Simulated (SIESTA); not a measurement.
**Pt under changes of volume**

One of the cells (15.381 Å³/atom); the others are scaled copies at fixed shape and fractional positions:

```xyz
1
Lattice="0.0000 1.9739 1.9739 1.9739 0.0000 1.9739 1.9739 1.9739 0.0000" Properties=species:S:1:pos:R:3 pbc="T T T"
Pt    0.0000    0.0000    0.0000
```

```yaml
Program: SIESTA 5.4.2
Functional: PBE
Potentials_or_basis: PseudoDojo 0.4 standard (PBE files)
Basis: DZP (energy shift 0.002 Ry)
Grid_cutoff: 800 Ry
Energy_shift: 0.002 Ry
k_mesh: 12 × 12 × 12
Occupations: fermi-dirac, width 0.05 eV
Spin: no spin polarisation
```

```tsv
volume (Å³/atom)	energy over the lowest point (meV/atom)	pressure (GPa)
14.175	161.46	35.8
14.477	?	?
14.778	58.36	19.5
15.381	8.80	7.5
15.683	0.00	2.2
15.985	0.76	-2.6
```

Q: What does the run at 14.477 Å³/atom give?

A: Energy over the lowest point 102.13 meV/atom; pressure 27.4 GPa.

Worked out: A Birch-Murnaghan fit of order 3 (a polynomial in V^(-2/3)) to the other rows has its minimum at 15.81 Å³/atom with B0 = V·E''(V) = 242 GPa and B' = 5.5. It gives 102.32 meV/atom at 14.477 Å³/atom, against the run's 102.13, and -dE/dV = 27.2 GPa, against 27.4.

Energies are extrapolated to zero smearing.

Caveats: semicore shells carry a single zeta, which can move pressures by several GPa and volumes by a few percent; the basis of atomic orbitals isn't converged, which shifts pressures, moduli and gaps.
